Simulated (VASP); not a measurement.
Wanted: the native input for a VASP 6.6.1 run.

```
Task                   : band structure
Functional             : TB-mBJ
Potentials or basis    : VASP PAW PBE potentials, release 64 (Cd, Se)
Cutoff                 : 520 eV
k mesh                 : 6 × 6 × 3
Occupations            : gaussian, width 0.03 eV
Spin                   : spin-orbit coupling, no magnetisation
Further INCAR settings : ALGO = Normal; EDIFF = 1e-06; NBANDS = 50
```

The system is CdSe (Cadmoselite).

```
Cd Se
1.0
     4.30969    0.00000    0.00000
    -2.15484    3.73230    0.00000
     0.00000    0.00000    7.03519
Cd Se
2 2
Direct
  0.33333 0.66667 0.00467
  0.66667 0.33333 0.50467
  0.33333 0.66667 0.38033
  0.66667 0.33333 0.88033
```

These files were run (other wordings do the same):

POSCAR

```
CdSe                                    
1.0
    4.3096852295      0.0000000000      0.0000000000
   -2.1548426148      3.7322968911      0.0000000000
    0.0000000000      0.0000000000      7.0351851828
  Cd              Se            
     2     2
Direct
     0.3333333332999970    0.6666666667000030    0.0046653508420675
     0.6666666667000030    0.3333333332999970    0.5046653508420675
     0.3333333332999970    0.6666666667000030    0.3803346491579305
     0.6666666667000030    0.3333333332999970    0.8803346491579305
```

INCAR.step1

```
SYSTEM = CdSe
PREC     = Accurate       ! precision mode
ENCUT    = 520            ! plane-wave cutoff, eV
EDIFF    = 1E-5           ! SCF threshold, eV
ISMEAR   = 0              ! smearing method
SIGMA    = 0.03           ! smearing width, eV
LREAL    = .False.        ! projectors in reciprocal space
LASPH    = .True.         ! aspherical terms in the spheres
NELM     = 80             ! most SCF steps
ALGO     = Normal         ! electronic algorithm
ISIF     = 2              ! what is computed and relaxed
LWAVE    = .True.         ! write WAVECAR
LCHARG   = .False.        ! write CHGCAR
MAGMOM   = 0 0 0 0 0 0 0 0 0 0 0 0 ! initial moments
LORBIT   = 11             ! projections on sites
LSORBIT  = .True.         ! spin-orbit coupling
GGA_COMPAT= .False.      
NBANDS   = 50             ! bands
KPAR     = 2            
GGA      = PE             ! functional
```

INCAR.step2

```
SYSTEM = CdSe
PREC     = Accurate       ! precision mode
ENCUT    = 520            ! plane-wave cutoff, eV
EDIFF    = 1E-6           ! SCF threshold, eV
ISMEAR   = 0              ! smearing method
SIGMA    = 0.03           ! smearing width, eV
LREAL    = .False.        ! projectors in reciprocal space
LASPH    = .True.         ! aspherical terms in the spheres
NELM     = 80             ! most SCF steps
ALGO     = Normal         ! electronic algorithm
ISIF     = 2              ! what is computed and relaxed
LWAVE    = .False.        ! write WAVECAR
LCHARG   = .False.        ! write CHGCAR
MAGMOM   = 0 0 0 0 0 0 0 0 0 0 0 0 ! initial moments
LORBIT   = 11             ! projections on sites
LSORBIT  = .True.         ! spin-orbit coupling
GGA_COMPAT= .False.      
METAGGA  = MBJ            ! meta-GGA
NBANDS   = 50             ! bands
KPAR     = 2            
ISTART   = 1
```

KPOINTS

```
Automatic mesh
0
Gamma
  6 6 3
  0 0 0
```

KPOINTS_OPT

```
explicit points
168
Reciprocal
 0.0000000000  0.0000000000  0.0000000000 1
 0.0555555556  0.0000000000  0.0000000000 1
 0.1111111111  0.0000000000  0.0000000000 1
 0.1666666667  0.0000000000  0.0000000000 1
 0.2222222222  0.0000000000  0.0000000000 1
 0.2777777778  0.0000000000  0.0000000000 1
[... 160 lines left out ...]
 0.5000000000  0.0000000000  0.0391043700 1
 0.5000000000  0.0000000000 -0.0391043700 1
```

Potentials or basis: VASP PAW PBE potentials, release 64 (Cd, Se).

Launch:

```sh
$ cat potpaw_PBE.64/Cd/POTCAR potpaw_PBE.64/Se/POTCAR > POTCAR
$ cp INCAR.step1 INCAR
$ mpirun -np 2 vasp_ncl > vasp.out
$ cp INCAR.step2 INCAR
$ mpirun -np 2 vasp_ncl > vasp.out
```

Results of the run:

| Property | Result |
| --- | --- |
| Valence electrons inside the program's atomic spheres | Cd 10.19; Se 4.24 |

It took 21 min on 2 MPI ranks on Intel(R) Xeon(R) Platinum 8559C (Emerald Rapids), on a shared host, peak memory 0.66 GiB a rank.
